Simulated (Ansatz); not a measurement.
The system is Fe3Ge.

```
Ge Fe
1.0
     0.00000    2.87559    2.87559
     2.87559    0.00000    2.87559
     2.87559    2.87559    0.00000
Ge Fe
1 3
Direct
  0.00000 0.00000 0.00000
  0.75000 0.75000 0.75000
  0.25000 0.25000 0.25000
  0.50000 0.50000 0.50000
```

The cell comes from a database or a generator and needn't be the stable form of this composition.

* Program: Ansatz 0.2.0
* Task: single point
* Functional: PBEsol
* Potentials or basis: Ansatz PAW
* Cutoff: 420 eV (not typed: the program's choice for these potentials)
* k mesh: 8 × 8 × 8
* Occupations: fermi-dirac, width 0.05 eV
* Spin: collinear spin, ferromagnetic start
* Starting moments: [0.0, 3.0, 3.0, 3.0] μB

On this cell: pressure -11.0 GPa; largest force zero by symmetry; net moment 5.65 μB per cell; site moments Ge -0.05; Fe +1.61, +2.56 μB; band gap on the k mesh none (metal or under the smearing width).

The same run follows on a disturbed copy (atoms moved at random, drawn with an rms of 0.05 Å):

```
CELL_PARAMETERS angstrom
0.00000 2.87559 2.87559
2.87559 0.00000 2.87559
2.87559 2.87559 0.00000
ATOMIC_POSITIONS crystal
Ge 0.00082 0.00886 0.00187
Fe 0.75286 0.75301 0.74503
Fe 0.24436 0.25874 0.25132
Fe 0.49938 0.50946 0.49405
```

What changes?

The energy (extrapolated to zero smearing) moves by +1.8 meV/atom; pressure -10.9 GPa; largest force 0.249 eV/Å; net moment 5.65 μB per cell; site moments Ge -0.05; Fe +1.61, +2.56 μB; band gap on the k mesh none (metal or under the smearing width).

Forces in eV/Å, atoms in the order of the input:
```
Ge  -0.168 -0.149 -0.107
Fe   0.216  0.005  0.045
Fe  -0.078  0.068  0.124
Fe   0.030  0.076 -0.062
```

Stress tensor (GPa, compression positive):
```
-10.89   0.01   0.01
  0.01 -10.89   0.07
  0.01   0.07 -10.91
```

Caveats: the PAW data sets come from PBE, with cores solved anew for the run's functional, which leaves a small shift of forces and pressure.
